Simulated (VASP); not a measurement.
Si under changes of volume

One of the cells (14.875 Å³/atom); the others are scaled copies at fixed shape and fractional positions:

```
Si
1.0
    -2.36730    2.36730    1.32711
     2.36730   -2.36730    1.32711
     2.36730    2.36730   -1.32711
Si
2
Cartesian
  0.0000 0.0000 1.3271
  2.3673 0.0000 0.6636
```

This isn't the form of Si at room conditions, which is diamond.

| Quantity | Value |
| --- | --- |
| Program | VASP 6.6.1 |
| Functional | LDA |
| Potentials or basis | VASP PAW LDA potentials, release 64 (Si) |
| Cutoff | 520 eV |
| k mesh | 10 × 10 × 10 |
| Occupations | fermi-dirac, width 0.05 eV |
| Spin | no spin polarisation |

| volume (Å³/atom) | energy over the lowest point (meV/atom) | pressure (GPa) |
| --- | --- | --- |
| 14.280 | 9.36 | 5.2 |
| 14.577 | ? | ? |
| 14.875 | 0.00 | 0.0 |
| 15.172 | 2.03 | -2.2 |
| 15.470 | 7.95 | -4.2 |

**Question.** What does the run at 14.577 Å³/atom give?

**Answer.** Energy over the lowest point 2.27 meV/atom; pressure 2.5 GPa.

Worked out: A Birch-Murnaghan fit of order 2 (a polynomial in V^(-2/3)) to the other rows has its minimum at 14.88 Å³/atom with B0 = V·E''(V) = 116 GPa at fixed shape and positions, which overstates the stiffness. It gives 2.31 meV/atom at 14.577 Å³/atom, against the run's 2.27, and -dE/dV = 2.5 GPa, against 2.5.

Energies are extrapolated to zero smearing.
